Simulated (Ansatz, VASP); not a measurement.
## One calculation of Al, two programs

```
Al
1.0
     2.83108    0.00000    0.00000
    -1.41554    2.45179    0.00000
     0.00000    0.00000    4.89908
Al
2
Direct
  0.33333 0.66667 0.25000
  0.66667 0.33333 0.75000
```

This isn't the form of Al at room conditions, which is fcc.

Alike in both runs: task single point; functional LDA; k mesh 11 × 11 × 6; occupations fermi-dirac, width 0.05 eV; no spin polarisation.

|  | VASP | Ansatz |
| --- | --- | --- |
| version | VASP 6.6.1 | Ansatz 0.2.0 |
| potentials or method | VASP PAW LDA potentials, release 64 (Al) | Ansatz PAW |
| plane-wave cutoff (eV) | 520 | 420 |
| valence electrons in the cell | 6 | 6 |

```csv
,VASP,Ansatz,Ansatz less VASP
gap on the k mesh at the Fermi level (eV),none,none,-
pressure (GPa),-4.3,-4.3,-0.04
largest component of the traceless stress (GPa),2.39,2.37,-0.018
```

A gap of «none» marks a metal or a gap that the smearing closes.

Caveats: the PAW data sets come from PBE, with cores solved anew for the run's functional, which leaves a small shift of forces and pressure (Ansatz).
